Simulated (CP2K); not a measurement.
## SnTe under changes of volume

One of the cells (47.091 Å³/atom); the others are scaled copies at fixed shape and fractional positions:

```xyz
2
Lattice="5.1069 0.0000 0.0000 2.5535 4.4227 0.0000 2.5535 1.4742 4.1698" Properties=species:S:1:pos:R:3 pbc="T T T"
Te    2.5535    1.4742    1.0424
Sn    0.0000    0.0000    0.0000
```

Measurements of this composition are mostly on another form, of space group No. 225.

| Quantity | Value |
| --- | --- |
| Program | CP2K 2026.2 |
| Functional | LDA |
| Potentials or basis | GTH_POTENTIALS Te GTH-PADE-q6, Sn GTH-PADE-q4; TZVP-MOLOPT-PBE-GTH basis |
| Density cutoff | 6123 eV |
| k mesh | 7 × 7 × 7 |
| Occupations | fermi-dirac, width 0.01 eV |
| Spin | no spin polarisation |

| volume (Å³/atom) | energy over the lowest point (meV/atom) | pressure (GPa) | gap on the mesh (eV) |
| --- | --- | --- | --- |
| 44.265 | 0.00 | -0.5 | 0.11 |
| 45.207 | 4.39 | -1.0 | 0.16 |
| 46.149 | 11.76 | -1.5 | 0.21 |
| 47.091 | 21.78 | -1.9 | 0.26 |
| 48.033 | 34.24 | -2.3 | 0.30 |
| 48.974 | 48.83 | -2.7 | 0.34 |
| 49.916 | ? | ? | ? |

Task: What does the run at 49.916 Å³/atom give?

Result: Energy over the lowest point 65.37 meV/atom; pressure -3.0 GPa; gap on the mesh 0.38 eV.

Worked out: A Birch-Murnaghan fit of order 3 (a polynomial in V^(-2/3)) to the other rows has its minimum at 43.50 Å³/atom, just outside them, with B0 = V·E''(V) = 28 GPa and B' = 3.9. It gives 65.40 meV/atom at 49.916 Å³/atom, against the run's 65.37, and -dE/dV = -3.0 GPa, against -3.0. A straight line through the other rows of the gap, of slope 2.29 eV per unit of ln V, extrapolates to 0.39 eV, against the run's 0.38.

Energies are extrapolated to zero smearing.

Caveats: spin-orbit coupling is left out, which moves the levels of the heavy elements; an odd mesh through Γ misses points on the zone boundary, where band edges often lie; the basis of atomic orbitals isn't converged, which shifts pressures, moduli and gaps.
